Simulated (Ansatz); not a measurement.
Set up this calculation in Ansatz 0.2.0, as the native input.

```yaml
Task: relaxation of cell and atoms
Functional: LDA
Potentials_or_basis: Ansatz PAW
Cutoff: "420 eV (not typed: the program's choice for these potentials)"
k_mesh: 7 × 7 × 7
Occupations: gaussian, width 0.01 eV
Spin: no spin polarisation
```

TePb:

```
Pb Te
1.0
     0.00000    3.23100    3.23100
     3.23100    0.00000    3.23100
     3.23100    3.23100    0.00000
Pb Te
1 1
Cartesian
  0.0000 0.0000 0.0000
  3.2310 3.2310 3.2310
```

The input as run:

input.yaml

```yaml
crystal:
  lattice:
    - [0.0, 3.231, 3.231]
    - [3.231, 0.0, 3.231]
    - [3.231, 3.231, 0.0]
  atoms:
    - { symbol: Pb, position: [0.0, 0.0, 0.0] }
    - { symbol: Te, position: [0.5, 0.5, 0.5] }
hamiltonian:
  xc: lda
  pseudopotentials: { kind: paw }
kpoints:
  mp_grid: { grid: [7, 7, 7] }
scf:
  occupations: { method: gaussian, width: 0.01 }
output:
  forces: true
  stress: true
relax:
  f_tol: 0.01
  max_steps: 40
  cell: { stress_tol: 0.05 }
```

Potentials or basis: Ansatz PAW.

The run is started by

```bash
$ ansatz run input.yaml --threads 2 --pin off --max-ram 5632MiB --backend cpu --events-out ev --progress --plain --runs-dir out
```

It gave:

```
Relaxed volume                         : 32.48 Å³/atom
Relaxed cell                           : a = 4.512 Å, b = 4.512 Å, c = 4.512 Å, α = 60.00°, β = 60.00°, γ = 60.00°
Space group after relaxing (to 0.05 Å) : Fm-3m (No. 225)
Energy gained by relaxing              : 7.2 meV/atom
Ionic steps                            : 4
Pressure after relaxing                : 0.0 GPa
```

Caveat: the plane-wave basis is chosen anew once the cell has moved, so the energies of steps on either side of that aren't comparable; the PAW data sets come from PBE, with cores solved anew for the run's functional, which leaves a small shift of forces and pressure.

Wall time 1.9 s on 2 threads of AMD EPYC 9R14 (Zen 4), with other jobs on the host, peak memory 0.4 GiB.
